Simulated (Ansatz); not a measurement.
# Se, fcc: how the functional moves the structure

All rows: Ansatz, plane waves with scalar-relativistic PAW, 420 eV (500 eV for the SCAN forms), relaxed under each functional, no dispersion correction, no zero-point motion. B₀ comes from uniform scaling at fixed shape; a dash is a value not given.

| functional | V (Å³/atom) | cell | B₀ (GPa) | magnetic state | ΔE to trigonal (grey) selenium (meV/atom) |
| --- | --- | --- | --- | --- | --- |
| PBE | 20.44 | a = 4.341 Å | 69 | spin not included | 730 |
| PBEsol | 19.31 | a = 4.259 Å | 82 | spin not included | 597 |
| LDA | 18.98 | a = 4.234 Å | 86 | spin not included | 581 |
| revPBE | 20.86 | a = 4.370 Å | 63 | spin not included | 873 |
| RPBE | 21.02 | a = 4.381 Å | 61 | spin not included | 919 |
| BLYP | 22.94 | a = 4.510 Å | 50 | spin not included | 948 |

Task: What does r²SCAN give?

Result: V (Å³/atom): 20.44; cell: a = 4.340 Å; B₀ (GPa): 70; magnetic state: spin not included; ΔE to trigonal (grey) selenium (meV/atom): 903.
